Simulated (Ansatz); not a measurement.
# Ge: freezing in a mode

Aim: for Ge, trace the energy along mode 5.

Computed with Ansatz 0.2.0 (DFT r2SCAN, scalar-relativistic, plane waves, PAW, unless a step's input says otherwise).

2 further runs of the same task are left out: 2 set aside as unsound or not needed. Runs told in other sessions of the task aren't counted.

### 1 The system as given

The structure is tetragonal, space group I4_1/amd (No. 141). The conventional cell has a = 5.147 Å, b = 5.147 Å, c = 2.818 Å, α = 90.00°, β = 90.00°, γ = 90.00°. Ge (site symmetry -4m2) is surrounded by 6 Ge at 2.67 to 2.82 Å.

Structure file:

```xyz
2
Lattice="-2.5735 2.5735 1.4091 2.5735 -2.5735 1.4091 2.5735 2.5735 -1.4091" Properties=species:S:1:pos:R:3 pbc="T T T"
Ge    2.5735    0.0000    0.7045
Ge    0.0000    0.0000    1.4091
```

It goes back to an entry of the Materials Project, which need not be the stable form.

This cell was relaxed beforehand with the same method: volume 18.66 Å³/atom, gap on the mesh none (metal).

### 2 Zero of energy

The reference gives a free energy of -8605.0895 eV, pressure -0.04 GPa, largest force 0.000 eV/Å and gap on the mesh none (metal). It was computed beforehand with the settings of the runs below.

### 3 The scan: freezing in a mode

Mode 5 of the phonon run on this cell, counted from the lowest, is frozen in: each atom moves by x times its row below, so x is the largest displacement.

```
atom      ux      uy     uz
 Ge1  -0.707  -0.707  0.000
 Ge2   0.707   0.707  0.000
```

### 4 x = -0.300 Å

input.yaml reads:

```yaml
crystal:
  lattice:
    - [-2.573490222, 2.573490222, 1.4090864228]
    - [2.573490222, -2.573490222, 1.4090864228]
    - [2.573490222, 2.573490222, -1.4090864228]
  atoms:
    - { symbol: Ge, position: [0.2912148514, 0.7912148514, 0.5824297029] }
    - { symbol: Ge, position: [0.4587851486, 0.4587851486, -0.0824297029] }
basis:
  ecutwfc: 500
kpoints:
  mp_grid: { grid: [24, 24, 24] }
hamiltonian:
  xc: r2scan
scf:
  occupations: { method: gaussian, width: 0.15 }
output:
  forces: true
  stress: true
  eigenvalues: true
  write_density: true
  write_potential: true
  elf: true
  volumetric_format: npy
```

Launch:

```sh
> ansatz run input.yaml --threads 2 --pin off --max-ram 5120MiB --backend cpu --events-out ev --progress --plain --runs-dir out
```

Log, shortened:

```text
Warning: RAYON_NUM_THREADS=2 ignored (pool sized by the plan → 2); use --threads N
[...]
Pseudopotentials: kind: paw
Pseudopotential: Ge, paw, valence charge 14, recommended cutoff 500 eV (meta_gga), Ge.paw.azcp
Functional definition: r2SCAN
[...]
Crystal: 2 atoms, lattice volume = 37.329 Å³
Basis set: ecut = 500 eV, 925 PW (Γ), exchange–correlation on 120×120×120 points (64 copies of the dense FFT grid, shifted against one another)
Bands: 18, of which v1, the nominal top of the filled ones, is band 14 counted from 1 (13 counted from 0)
Symmetry: 4 space group operations
Space group: C2/c (ITA 15), of the structure as read, at distance tolerance 3.3e-5 Å
k-points: 3614 of 13824
[...]
SCF iter   1: F=—  HF=-8604.304566 eV  |F-HF|=—  |Δ(HF+E_count)|=         —  Δρ=7.26e-3  dr2=7.85e-3  dr2_τ=4.38e-3  ethr=1.77e-3  ⟨swp⟩=5.3  Hψ=286988  notcnv=0
[...]
SCF iter   6: F=-8604.329958 eV  HF=-8604.329958 eV  |F-HF|=6.04e-8  |Δ(HF+E_count)|=   1.60e-6  Δρ=1.55e-5  dr2=7.04e-8  dr2_τ=1.26e-9  ethr=3.57e-10  ⟨swp⟩=6.7  Hψ=399272  notcnv=0
[...]
SCF converged after 6 iterations
Free energy (F): -8604.329958 eV
[...]
E sigma→0 (E₀):  -8604.324656 eV
Entropy (-TS):   -0.010606 eV (-5.303 meV/atom)
Fermi energy:    11.029969 eV
[...]
--- Forces (eV/Å), atoms counted from 1 ---
  atom   1  Ge    -1.94783660    -1.94783660     0.00000000
  atom   2  Ge     1.94783660     1.94783660    -0.00000000
[...]
--- Stress (GPa, compression-positive) ---
       14.975525      -1.706514       2.618526
       -1.706514      14.975525      -2.618526
        2.618526      -2.618526       6.913458
  P = ⅓ Tr σ = 12.2882 GPa (122.882 kbar)
--- Band table (eV; the first three rows and the last of 3614) ---
  k-point 0: bands = ["-14.6909", "-14.6630", "-14.5998", "-14.5679", "-14.4521", "-14.4229", "-14.3696", "-14.3521", "-14.3428", "-14.2375", "-3.4904", "7.1616", "7.6246", "9.4866", "12.9249", "18.4379", "18.9077", "20.0954"]
[...]
```

It took 76 s on 2 threads of Intel Xeon 6975P-C (Granite Rapids), shared host; peak memory 2.5 GiB.

Axes a, b and c in the maps are those of this run's conventional cell (a, b, c = 2.818, 7.279, 3.903 Å).

Density in a lattice plane of the grid's cell (edges 7.28 and 3.90 Å, at 0.000 of the third edge), which holds Ge.

Values in e/Å³, 6 rows by 12 columns:
```
 0.19  0.26  0.24  0.17  0.15  0.30  1.21  1.21  0.35  0.14  0.07  0.10
 0.13  0.35  1.20  1.19  0.30  0.15  0.17  0.24  0.26  0.19  0.10  0.07
 0.10  0.49 21.20 22.48  0.55  0.12  0.07  0.13  0.24  0.23  0.12  0.06
 0.13  0.35  1.21  1.22  0.30  0.15  0.17  0.24  0.26  0.19  0.10  0.07
 0.19  0.26  0.24  0.17  0.15  0.30  1.21  1.19  0.35  0.14  0.07  0.10
 0.23  0.24  0.13  0.07  0.12  0.51 20.27 20.54  0.48  0.11  0.06  0.11
```
Columns run along the first of these edges and rows up along the second, over one cell in 12 and 6 even steps from the bottom left corner. Atoms in the plane (fractional): Ge at (0.21, 0.50), Ge at (0.54, 0.00).

ELF in the same plane.

Ten even steps from '0' (0.02) to '9' (0.56):
```
787653235986101566310136
789987777898766798531124
589766789877778998742113
366510268953235678763101
255300048951113578864101
366510268953235678763101
589766789877778998742113
789987777898766798531124
787653235986101566310136
887531116984000355310146
```
Columns run along the first of these edges and rows up along the second, over one cell in 24 and 10 even steps from the bottom left corner. Atoms in the plane (fractional): Ge at (0.21, 0.50), Ge at (0.54, 0.00).

Both are smooth fields of the valence electrons: close to the nuclei they are not physical.

The highest ELF values outside the cores: 0.68 on the Ge–Ge line, 1.2 Å from Ge; 0.57 beside Ge, off the lines to its neighbours, 1.2 Å from Ge.

### 5 x = 0.225 Å

input.yaml reads:

```yaml
crystal:
  lattice:
    - [-2.573490222, 2.573490222, 1.4090864228]
    - [2.573490222, -2.573490222, 1.4090864228]
    - [2.573490222, 2.573490222, -1.4090864228]
  atoms:
    - { symbol: Ge, position: [0.2190888614, 0.7190888614, 0.4381777228] }
    - { symbol: Ge, position: [0.5309111386, 0.5309111386, 0.0618222772] }
basis:
  ecutwfc: 500
kpoints:
  mp_grid: { grid: [24, 24, 24] }
hamiltonian:
  xc: r2scan
scf:
  occupations: { method: gaussian, width: 0.15 }
output:
  forces: true
  stress: true
  eigenvalues: true
```

Launch:

```sh
> ansatz run input.yaml --threads 2 --pin off --max-ram 5120MiB --backend cpu --events-out ev --progress --plain --runs-dir out
```

Log, shortened:

```text
Warning: RAYON_NUM_THREADS=2 ignored (pool sized by the plan → 2); use --threads N
[...]
[... 3 set-up lines as earlier in the session ...]
[...]
Crystal: 2 atoms, lattice volume = 37.329 Å³
Basis set: ecut = 500 eV, 925 PW (Γ), exchange–correlation on 120×120×120 points (64 copies of the dense FFT grid, shifted against one another)
Bands: 18, of which v1, the nominal top of the filled ones, is band 14 counted from 1 (13 counted from 0)
[... 2 set-up lines as earlier in the session ...]
k-points: 3614 of 13824
[...]
SCF iter   1: F=—  HF=-8604.658000 eV  |F-HF|=—  |Δ(HF+E_count)|=         —  Δρ=7.10e-3  dr2=6.49e-3  dr2_τ=3.16e-3  ethr=1.77e-3  ⟨swp⟩=5.2  Hψ=276753  notcnv=0
[...]
SCF iter   7: F=-8604.683773 eV  HF=-8604.683773 eV  |F-HF|=5.82e-10  |Δ(HF+E_count)|=   4.37e-8  Δρ=1.95e-6  dr2=1.38e-9  dr2_τ=1.38e-11  ethr=3.57e-10  ⟨swp⟩=4.7  Hψ=218360  notcnv=0
[...]
SCF converged after 7 iterations
Free energy (F): -8604.683773 eV
[...]
E sigma→0 (E₀):  -8604.678956 eV
Entropy (-TS):   -0.009634 eV (-4.817 meV/atom)
Fermi energy:    10.980179 eV
[...]
--- Forces (eV/Å), atoms counted from 1 ---
  atom   1  Ge     1.39055400     1.39055400     0.00000000
  atom   2  Ge    -1.39055400    -1.39055400    -0.00000000
[...]
--- Stress (GPa, compression-positive) ---
        8.440039      -0.027905      -1.527724
       -0.027905       8.440039       1.527724
       -1.527724       1.527724       4.188862
  P = ⅓ Tr σ = 7.0230 GPa (70.230 kbar)
--- Band table (eV; the first three rows and the last of 3614) ---
  k-point 0: bands = ["-14.5972", "-14.5490", "-14.4977", "-14.4873", "-14.3751", "-14.3547", "-14.3168", "-14.3130", "-14.2701", "-14.1716", "-3.2567", "7.0623", "7.9772", "9.0564", "13.5645", "18.6688", "19.0848", "19.8486"]
[...]
```

Wall time 57 s (2 threads of Intel Xeon 6975P-C (Granite Rapids), shared host); peak memory 2.6 GiB.

### 6 Point x = -0.150 Å

Changes to input.yaml since step 5:

```diff
@@ -6,4 +6,4 @@
   atoms:
-    - { symbol: Ge, position: [0.2190888614, 0.7190888614, 0.4381777228] }
-    - { symbol: Ge, position: [0.5309111386, 0.5309111386, 0.0618222772] }
+    - { symbol: Ge, position: [0.2706074257, 0.7706074257, 0.5412148514] }
+    - { symbol: Ge, position: [0.4793925743, 0.4793925743, -0.0412148514] }
 basis:
```

Launch:

```sh
> ansatz run input.yaml --threads 2 --pin off --max-ram 5120MiB --backend cpu --events-out ev --progress --plain --runs-dir out
```

Log, shortened:

```text
Warning: RAYON_NUM_THREADS=2 ignored (pool sized by the plan → 2); use --threads N
[...]
[... 3 set-up lines as earlier in the session ...]
[...]
Crystal: 2 atoms, lattice volume = 37.329 Å³
Basis set: ecut = 500 eV, 925 PW (Γ), exchange–correlation on 120×120×120 points (64 copies of the dense FFT grid, shifted against one another)
Bands: 18, of which v1, the nominal top of the filled ones, is band 14 counted from 1 (13 counted from 0)
[... 2 set-up lines as earlier in the session ...]
k-points: 3614 of 13824
[...]
SCF iter   1: F=—  HF=-8604.894598 eV  |F-HF|=—  |Δ(HF+E_count)|=         —  Δρ=7.03e-3  dr2=5.91e-3  dr2_τ=2.36e-3  ethr=1.77e-3  ⟨swp⟩=5.1  Hψ=270451  notcnv=0
[...]
SCF iter   6: F=-8604.920876 eV  HF=-8604.920876 eV  |F-HF|=2.60e-9  |Δ(HF+E_count)|=   1.79e-6  Δρ=9.83e-6  dr2=4.52e-8  dr2_τ=2.89e-10  ethr=3.57e-10  ⟨swp⟩=3.4  Hψ=265914  notcnv=0
[...]
SCF converged after 6 iterations
Free energy (F): -8604.920876 eV
[...]
E sigma→0 (E₀):  -8604.916685 eV
Entropy (-TS):   -0.008381 eV (-4.191 meV/atom)
Fermi energy:    10.959720 eV
[...]
--- Forces (eV/Å), atoms counted from 1 ---
  atom   1  Ge    -0.85039163    -0.85039163     0.00000000
  atom   2  Ge     0.85039163     0.85039163    -0.00000000
[...]
--- Stress (GPa, compression-positive) ---
        3.598062       0.283948       0.864065
        0.283948       3.598062      -0.864065
        0.864064      -0.864064       2.195987
  P = ⅓ Tr σ = 3.1307 GPa (31.307 kbar)
--- Band table (eV; the first three rows and the last of 3614) ---
  k-point 0: bands = ["-14.5244", "-14.4732", "-14.4320", "-14.4271", "-14.3179", "-14.3091", "-14.2904", "-14.2869", "-14.2235", "-14.1405", "-3.0695", "6.9875", "8.2516", "8.7412", "14.1475", "18.8411", "19.2147", "19.6665"]
[...]
```

Run time: 57 s. Hardware: 2 threads of Intel Xeon 6975P-C (Granite Rapids), shared host; peak memory 2.6 GiB.

### 7 At x = 0.075 Å

Changes to input.yaml since step 6:

```diff
@@ -6,4 +6,4 @@
   atoms:
-    - { symbol: Ge, position: [0.2706074257, 0.7706074257, 0.5412148514] }
-    - { symbol: Ge, position: [0.4793925743, 0.4793925743, -0.0412148514] }
+    - { symbol: Ge, position: [0.2396962871, 0.7396962871, 0.4793925743] }
+    - { symbol: Ge, position: [0.5103037129, 0.5103037129, 0.0206074257] }
 basis:
@@ -20 +20,5 @@
   eigenvalues: true
+  write_density: true
+  write_potential: true
+  elf: true
+  volumetric_format: npy
```

Launch:

```sh
> ansatz run input.yaml --threads 2 --pin off --max-ram 5120MiB --backend cpu --events-out ev --progress --plain --runs-dir out
```

Log:

```text
Warning: RAYON_NUM_THREADS=2 ignored (pool sized by the plan → 2); use --threads N
Engine: ansatz 0.2.0, x86_64-unknown-linux-gnu
[... 3 set-up lines as earlier in the session ...]
  parameter k0 = 0.174
  parameter k1 = 0.065
  parameter a1 = 4.9479
  exchange = r2scan_x(k0 = k0, k1 = k1, a1 = a1)
  correlation = r2scan_c
Crystal: 2 atoms, lattice volume = 37.329 Å³
Basis set: ecut = 500 eV, 925 PW (Γ), exchange–correlation on 120×120×120 points (64 copies of the dense FFT grid, shifted against one another)
Bands: 18, of which v1, the nominal top of the filled ones, is band 14 counted from 1 (13 counted from 0)
[... 2 set-up lines as earlier in the session ...]
k-points: 3614 of 13824
Non-local potential: Ge, projectors of the file, l = 0: 2, l = 1: 2, l = 2: 3, l = 3: 1
PAW form: soft (Blöchl's): semilocal exchange-correlation on the pseudo side does not see the compensation charge
PAW frozen core: Ge, regenerated for the run's functional (the file was generated under x = pbe(κ = 0.804, μ = 0.2195149727645171), c = pbe(β = 0.06672455060314922))
PAW one-centre angular grid: Ge, 590 points (default); XC on 160 Gauss nodes
Initial density: superposition of atomic densities (neutral atoms: chi_scale 0, normalization atom), corrected by the library's trained network
Initial wavefunctions: pseudopotential atomic-orbital guess
Functional: x = r2scan, c = r2scan; τ floored in thin density (d = 2e-4 eV/Å³)
SCF iter   1: F=—  HF=-8605.022735 eV  |F-HF|=—  |Δ(HF+E_count)|=         —  Δρ=7.06e-3  dr2=5.82e-3  dr2_τ=1.90e-3  ethr=1.77e-3  ⟨swp⟩=5.1  Hψ=267829  notcnv=0
preconditioner: auto → Kerker (q_TF=auto, 2.601 Å⁻¹)  [metal: Δε(μ)=0.001 eV  Ē_g=24.503 eV  σ=0.150 eV  W_gap=0.00  n_scr=16 (ndim 8)  ℏωp=32.2 eV  f_vac=0.000  D(μ)=0.73/eV (n_scr^D=4)]
SCF iter   2: F=—  HF=-8605.048344 eV  |F-HF|=—  |Δ(HF+E_count)|=   2.56e-2  Δρ=2.65e-3  dr2=1.18e-3  dr2_τ=2.27e-5  ethr=2.08e-5  ⟨swp⟩=2.0  Hψ=157660  notcnv=0  defer=344
SCF iter   3: F=—  HF=-8605.048982 eV  |F-HF|=—  |Δ(HF+E_count)|=   6.38e-4  Δρ=1.73e-3  dr2=6.01e-4  dr2_τ=7.23e-6  ethr=4.21e-6  ⟨swp⟩=1.0  Hψ=64598  notcnv=0  defer=344
SCF iter   4: F=—  HF=-8605.049306 eV  |F-HF|=—  |Δ(HF+E_count)|=   3.24e-4  Δρ=7.33e-4  dr2=1.19e-4  dr2_τ=1.48e-6  ethr=2.14e-6  ⟨swp⟩=1.6  Hψ=68234  notcnv=0  defer=344
SCF iter   5: F=—  HF=-8605.049372 eV  |F-HF|=—  |Δ(HF+E_count)|=   6.51e-5  Δρ=1.53e-4  dr2=5.80e-6  dr2_τ=5.26e-8  ethr=4.24e-7  ⟨swp⟩=2.0  Hψ=79101  notcnv=0  defer=344
SCF iter   6: F=—  HF=-8605.049373 eV  |F-HF|=—  |Δ(HF+E_count)|=   1.66e-6  Δρ=1.59e-5  dr2=9.38e-8  dr2_τ=6.20e-10  ethr=3.57e-10  ⟨swp⟩=6.5  Hψ=380263  notcnv=0
SCF iter   7: F=-8605.049373 eV  HF=-8605.049373 eV  |F-HF|=2.96e-10  |Δ(HF+E_count)|=   2.13e-8  Δρ=1.75e-6  dr2=1.25e-9  dr2_τ=1.70e-11  ethr=3.35e-10  ⟨swp⟩=5.0  Hψ=363036  notcnv=0
SCF 1 converged in 7 iterations: F = -8605.049373 eV  dr2 = 1.25e-9
SCF converged after 7 iterations
Free energy (F): -8605.049373 eV
Harris-Foulkes:  -8605.049373 eV  (|F-HF|=2.96e-10)
Internal energy: -8605.041156 eV  (E = F + TS)
E sigma→0 (E₀):  -8605.045264 eV
Entropy (-TS):   -0.008218 eV (-4.109 meV/atom)
Fermi energy:    10.949419 eV
--- Per-component energies (eV) ---
  E_band       = -243.786744
  E_kinetic    = 221.230819
  E_local      = -4314.571474  (includes V_loc(G=0)·N_el)
  E_nonlocal   = 835.971036
  E_hartree    = 1892.596421
  E_xc         = -138.311869
  E_vxc        = -136.177892  (∫ρ·V_xc dr)
  E_paw        = -4063.963700  (= ΣΔE_a)
  E_vpaw       = -643.198697  (= ΣTr[D̂ρ^β])
  E_aug_tail   = 0.000030  (compensation charges beyond the density's cutoff)
  E_vtau       = 7.767898  (kinetic-family band-sum trace: ∫τ·v_τ [+ j·A + Jᵃ·Aᵃ] dr)
  E_ewald      = -3035.820888
  E_core_change = -2.171532  (= ΣΔE_core)
  E_smearing   = -0.008218  (= −TS)
  E_closure    = 0.000000  (closes the sum)
  Σ components = -8605.049373   (vs F -8605.049373, Δ=0.00e0)
--- Forces (eV/Å), atoms counted from 1 ---
  atom   1  Ge     0.37996007     0.37996007     0.00000000
  atom   2  Ge    -0.37996007    -0.37996007    -0.00000000
  max |Σ_I F_I| component: 0.00e0 eV/Å
--- Stress (GPa, compression-positive) ---
        0.651181       0.027436      -0.353953
        0.027436       0.651181       0.353953
       -0.353953       0.353953       0.944442
  P = ⅓ Tr σ = 0.7489 GPa (7.489 kbar)
--- Band table (eV; the first three rows and the last of 3614) ---
  k-point 0: bands = ["-14.4807", "-14.4300", "-14.3958", "-14.3935", "-14.2843", "-14.2825", "-14.2787", "-14.2733", "-14.2031", "-14.1320", "-2.9499", "6.9408", "8.4249", "8.5489", "14.5880", "18.9415", "19.1856", "19.2915"]
  k-point 1: bands = ["-14.4798", "-14.4302", "-14.3958", "-14.3932", "-14.2857", "-14.2812", "-14.2782", "-14.2730", "-14.2037", "-14.1330", "-2.9301", "6.6891", "8.4465", "8.7564", "14.6844", "18.5866", "19.0808", "19.4101"]
  k-point 2: bands = ["-14.4771", "-14.4308", "-14.3970", "-14.3911", "-14.2879", "-14.2791", "-14.2768", "-14.2722", "-14.2053", "-14.1358", "-2.8706", "6.1430", "8.5111", "9.1732", "14.9674", "17.9916", "18.7941", "19.3973"]
  k-point 3613: bands = ["-14.4357", "-14.4357", "-14.3164", "-14.3164", "-14.2919", "-14.2919", "-14.2759", "-14.2759", "-14.2518", "-14.2518", "1.6636", "1.6636", "4.9322", "4.9322", "17.2220", "17.2220", "22.6879", "22.6879"]
```

Run time: 86 s. Hardware: 2 threads of Intel Xeon 6975P-C (Granite Rapids), shared host; peak memory 2.5 GiB.

The maps below are laid out on this run's own conventional cell (a, b, c = 2.818, 7.279, 3.903 Å).

Density in a lattice plane of the grid's cell (edges 7.28 and 3.90 Å, at 0.500 of the third edge), which holds Ge.

Ten even steps from '0' (0.06 e/Å³) to '9' (53.00 e/Å³):
```
100000000000000000000001
000000000000000000000000
000000000000000000000000
000000000000000000110000
000000000000000002850000
000000000000000000110000
000000000000000000000000
000000000000000000000000
100000000000000000000001
920000000000000000000005
```
Columns run along the first of these edges and rows up along the second, over one cell in 24 and 10 even steps from the bottom left corner. Atoms in the plane (fractional): Ge at (0.76, 0.50), Ge at (0.99, 1.00).

ELF in the same plane.

Values, 6 rows by 12 columns:
```
0.27 0.43 0.41 0.20 0.16 0.29 0.42 0.36 0.30 0.40 0.60 0.43
0.40 0.30 0.36 0.42 0.29 0.16 0.20 0.41 0.43 0.28 0.43 0.61
0.10 0.09 0.35 0.51 0.39 0.13 0.08 0.44 0.30 0.05 0.16 0.40
0.40 0.30 0.36 0.42 0.29 0.16 0.20 0.41 0.43 0.28 0.43 0.61
0.27 0.43 0.41 0.20 0.16 0.29 0.42 0.36 0.30 0.40 0.60 0.43
0.05 0.30 0.43 0.09 0.13 0.39 0.51 0.35 0.09 0.11 0.39 0.15
```
Columns run along the first of these edges and rows up along the second, over one cell in 12 and 6 even steps from the bottom left corner. Atoms in the plane (fractional): Ge at (0.76, 0.50), Ge at (0.99, 1.00).

Both are smooth fields of the valence electrons: close to the nuclei they are not physical.

Outside the cores ELF peaks at 0.69 on the Ge–Ge line, 1.3 Å from Ge.

### 8 Point x = 0.263 Å

input.yaml reads:

```yaml
crystal:
  lattice:
    - [-2.573490222, 2.573490222, 1.4090864228]
    - [2.573490222, -2.573490222, 1.4090864228]
    - [2.573490222, 2.573490222, -1.4090864228]
  atoms:
    - { symbol: Ge, position: [0.213937005, 0.713937005, 0.42787401] }
    - { symbol: Ge, position: [0.536062995, 0.536062995, 0.07212599] }
basis:
  ecutwfc: 500
kpoints:
  mp_grid: { grid: [24, 24, 24] }
hamiltonian:
  xc: r2scan
scf:
  occupations: { method: gaussian, width: 0.15 }
output:
  forces: true
  stress: true
  eigenvalues: true
```

Launch:

```sh
> ansatz run input.yaml --threads 2 --pin off --max-ram 5120MiB --backend cpu --events-out ev --progress --plain --runs-dir out
```

Log, shortened:

```text
[...]
SCF converged after 6 iterations
Free energy (F): -8604.521668 eV
[...]
E sigma→0 (E₀):  -8604.516565 eV
Entropy (-TS):   -0.010205 eV (-5.103 meV/atom)
Fermi energy:    10.999806 eV
[...]
--- Forces (eV/Å), atoms counted from 1 ---
  atom   1  Ge     1.66671115     1.66671115     0.00000000
  atom   2  Ge    -1.66671115    -1.66671115    -0.00000000
[...]
--- Stress (GPa, compression-positive) ---
       11.520961      -0.611492      -1.986452
       -0.611492      11.520961       1.986452
       -1.986453       1.986453       5.468002
  P = ⅓ Tr σ = 9.5033 GPa (95.033 kbar)
--- Band table (eV; the first three rows and the last of 3614) ---
  k-point 0: bands = ["-14.6420", "-14.6006", "-14.5437", "-14.5256", "-14.4113", "-14.3859", "-14.3377", "-14.3308", "-14.3046", "-14.1993", "-3.3692", "7.1092", "7.8092", "9.2579", "13.2481", "18.5596", "19.0017", "19.9647"]
[...]
```

Run time: 58 s. Hardware: 2 threads of Intel Xeon 6975P-C (Granite Rapids), shared host; peak memory 2.6 GiB.

### 9 The scan collected

Collected from the runs (energy zero: the undisturbed cell):

```csv
x (Å),ΔE (meV/cell),force along the mode (eV/Å),pressure (GPa)
-0.300,759.6,5.509,12.3
-0.150,168.7,2.405,3.1
0.000,0.0,0.000,0.0
0.075,40.2,-1.075,0.7
0.225,405.8,-3.933,7.0
0.263,567.9,-4.714,9.5
```

Not run, since symmetry makes them alike: 0.300 repeats -0.300, -0.225 repeats 0.225, 0.150 repeats -0.150, -0.075 repeats 0.075. Energy, pressure and gap are the same there.

### 10 Summary of results

```
                                          quantity     value
                   harmonic wavenumber of the mode  164 cm⁻¹
the same from the force at an amplitude of 0.075 Å  164 cm⁻¹
```

What this shows: The force at the smallest amplitude gives 164 cm⁻¹ against 164 cm⁻¹ from the phonon run, so the curve is close to a parabola there. No sampled point lies below the undisturbed cell.
